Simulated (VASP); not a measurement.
# Settings for CdS: relaxation of the cell

CdS, F-43m (no. 216), 2 atoms in the cell. LDA; PAW potentials Cd, S (LDA set). VASP 6.6.1. The cell is changed on purpose: volume scaled by 1.06.

Wanted: cell volume within 1 %; lattice lengths within 0.4 %; shortest distances from each atom, periodic images included within 0.02 Å.

What the run is for: cell; Accuracy asked: screening.

The series start from Plane-wave cutoff (eV): 410; k-point mesh: 5 × 5 × 5; Relaxation passes: 2; Ionic threshold (EDIFFG): -0.005; Electronic threshold (eV): 1e-6; Precision mode (PREC): Accurate; Relaxation algorithm: IBRION=2 POTIM=0.5. Each series keeps the choices made before it, and each single choice may use up half of a tolerance. Times cover all steps of a run.

## Plane-wave cutoff (eV)

| Plane-wave cutoff (eV) | Cell volume (Å³) | Lattice lengths, largest deviation against the largest value | Shortest distances from each atom, periodic images included, largest deviation (Å) | Time (s) |
|---|---|---|---|---|
| 280 | 47.58 | 0.37 % | 0.009 | 11 |
| 320 | 48.01 | 0.073 % | 0.002 | 17 |
| 360 | 47.77 | 0.24 % | 0.006 | 15 |
| 410 | 47.85 | 0.18 % | 0.005 | 15 |
| 480 | 48.1 | 0.0083 % | 0.000 | 19 |
| 580 | 48.08 | 0.024 % | 0.001 | 31 |
| 720 (reference) | 48.11 | 0 % | 0.000 | 33 |

Chosen: 480, the loosest value from which every tighter one stays within half of the tolerance.

## k-point mesh

| k-point mesh | Cell volume (Å³) | Lattice lengths, largest deviation against the largest value | Shortest distances from each atom, periodic images included, largest deviation (Å) | Time (s) |
|---|---|---|---|---|
| 3 × 3 × 3 | 48.65 | 0.4 % | 0.010 | 9.4 |
| 4 × 4 × 4 | 48.2 | 0.093 % | 0.002 | 16 |
| 5 × 5 × 5 | 48.1 | 0.022 % | 0.001 | 19 |
| 7 × 7 × 7 | 48.07 | 0.00098 % | 0.000 | 28 |
| 8 × 8 × 8 (reference) | 48.07 | 0 % | 0.000 | 39 |

Chosen: 4 × 4 × 4.

## Relaxation passes

| Relaxation passes | Cell volume (Å³) | Lattice lengths, largest deviation against the largest value | Shortest distances from each atom, periodic images included, largest deviation (Å) | Time (s) |
|---|---|---|---|---|
| 1 | 48.2 | 0 % | 0.000 | 14 |
| 2 | 48.2 | 0 % | 0.000 | 16 |
| 3 (reference) | 48.2 | 0 % | 0.000 | 21 |

Chosen: 1.

## Ionic threshold (EDIFFG)

| Ionic threshold (EDIFFG) | Cell volume (Å³) | Lattice lengths, largest deviation against the largest value | Shortest distances from each atom, periodic images included, largest deviation (Å) | Time (s) |
|---|---|---|---|---|
| -0.05 | 48.2 | 0.00024 % | 0.000 | 10 |
| -0.02 | 48.2 | 0.00024 % | 0.000 | 10 |
| -0.01 | 48.2 | 0.00024 % | 0.000 | 10 |
| -0.005 | 48.2 | 0 % | 0.000 | 14 |
| -0.002 (reference) | 48.2 | 0 % | 0.000 | 14 |

Chosen: -0.05.

## Electronic threshold (eV)

| Electronic threshold (eV) | Cell volume (Å³) | Lattice lengths, largest deviation against the largest value | Shortest distances from each atom, periodic images included, largest deviation (Å) | Time (s) |
|---|---|---|---|---|
| 0.0001 | 48.18 | 0.018 % | 0.000 | 8.4 |
| 1e-5 | 48.2 | 0.00098 % | 0.000 | 10 |
| 1e-6 | 48.2 | 0.00098 % | 0.000 | 10 |
| 1e-7 (reference) | 48.2 | 0 % | 0.000 | 13 |

Chosen: 0.0001.

## Precision mode (PREC)

| Precision mode (PREC) | Cell volume (Å³) | Lattice lengths, largest deviation against the largest value | Shortest distances from each atom, periodic images included, largest deviation (Å) | Time (s) |
|---|---|---|---|---|
| Normal | 48.18 | 0.0012 % | 0.000 | 6.2 |
| Accurate (reference) | 48.18 | 0 % | 0.000 | 8.4 |

Chosen: Normal.

## Relaxation algorithm

| Relaxation algorithm | Cell volume (Å³) | Lattice lengths, largest deviation against the largest value | Shortest distances from each atom, periodic images included, largest deviation (Å) | Time (s) |
|---|---|---|---|---|
| IBRION=2 POTIM=0.5 | 48.18 | 0 % | 0.000 | 6.2 |
| IBRION=2 POTIM=0.2 | 48.17 | 0.0078 % | 0.000 | 6.8 |
| IBRION=1 POTIM=0.5 | 48.21 | 0.021 % | 0.001 | 6.2 |
| IBRION=1 POTIM=0.2 | 48.16 | 0.014 % | 0.000 | 6.9 |

Chosen: IBRION=2 POTIM=0.5; no other choice that stays within half of the tolerance saves 30 % of the time.

## All choices together

| Input | Cell volume (Å³) | Lattice lengths, largest deviation against the largest value | Shortest distances from each atom, periodic images included, largest deviation (Å) | Time (s) |
|---|---|---|---|---|
| the program's defaults (naive) | 47.39 | 0.48 % | 0.012 | 4.5 |
| chosen settings | 48.18 | 0.068 % | 0.002 | 6.2 |
| reference settings throughout | 48.08 | 0 % | 0.000 | 102 |

The tolerance is met.

Values of the reference run: Lattice lengths: 4.082, 4.082, 4.082 Å; Shortest distances from each atom, periodic images included: 2.499, 2.499, 2.499, 2.499, 2.499, 2.499, 2.499, 2.499 Å.

## The input

INCAR.step1:
```
  ALGO = Normal
  EDIFF = 1E-4
  EDIFFG = -0.05
  EFERMI = MIDGAP
  ENCUT = 480
  GGA = CA
  GGA_COMPAT = False
  IBRION = 2
  ISIF = 3
  ISMEAR = 0
  LASPH = True
  LCHARG = False
  LREAL = False
  LWAVE = False
  NELM = 120
  NELMIN = 4
  NSW = 80
  POTIM = 0.5
  PREC = Normal
  SIGMA = 0.03
```

INCAR.step2, as INCAR.step1 but for:
```
- EDIFFG = -0.05
- IBRION = 2
- ISIF = 3
- NELMIN = 4
- NSW = 80
- POTIM = 0.5
+ ISIF = 2
```

KPOINTS:
```
Automatic mesh
0
Gamma
  4 4 4
  0 0 0
```

POSCAR.step1:
```
CdS
1.0
    0.0000000000      2.9737007966      2.9737007966
    2.9737007966      0.0000000000      2.9737007966
    2.9737007966      2.9737007966      0.0000000000
Cd S
1 1
Direct
    0.0000000000      0.0000000000      0.0000000000
    0.7500000000      0.7500000000      0.7500000000
```

Commands (each step's output is kept before the next begins):
```
cat potpaw_LDA.64/Cd/POTCAR potpaw_LDA.64/S/POTCAR > POTCAR
cp INCAR.step1 INCAR
cp POSCAR.step1 POSCAR
mpirun -np 1 vasp_std > vasp.out
cp CONTCAR POSCAR
cp INCAR.step2 INCAR
mpirun -np 1 vasp_std > vasp.out
```

The chosen input took VASP 6.6.1 6.2 s on 1 core (AMD EPYC 9R45 (Zen 5)), a shared host.
